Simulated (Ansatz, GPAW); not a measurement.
CdS: programs and potentials compared

```
Cd S
1.0
     0.00000    2.91650    2.91650
     2.91650    0.00000    2.91650
     2.91650    2.91650    0.00000
Cd S
1 1
Direct
  0.00000 0.00000 0.00000
  0.75000 0.75000 0.75000
```

Alike in all runs: task single point; functional PBE; k mesh 8 × 8 × 8; occupations gaussian, width 0.03 eV; no spin polarisation; no spin-orbit coupling. Pressure is positive in compression and, in plane waves, holds the error of the finite cutoff, which Ansatz's Pulay term estimates and takes out.

```
                        program and potentials  plane-wave cutoff (eV)                                                                      notes  band gap (eV)  pressure (GPa)
                            Ansatz, Ansatz PAW                     420  13 valence electrons an atom on average; Pulay term of +0.04 GPa included           1.15            2.85
    GPAW, GPAW PAW data sets (gpaw-data 1.2.1)                     600                                     9 valence electrons an atom on average           1.13            2.60
Ansatz, all-electron LAPW, scalar-relativistic                       -                                                                          -           1.15            2.88
```

The band gap spans 1.13 (GPAW, GPAW PAW data sets (gpaw-data 1.2.1)) to 1.15 eV (Ansatz, all-electron LAPW, scalar-relativistic), with all-electron results at 1.15. The pressure spans 2.60 (GPAW, GPAW PAW data sets (gpaw-data 1.2.1)) to 2.88 GPa (Ansatz, all-electron LAPW, scalar-relativistic), with all-electron results at 2.88.

The functional is the same throughout but for its coding, so the spread measures potentials, basis and numerics; runs on potential files found faulty are left out.
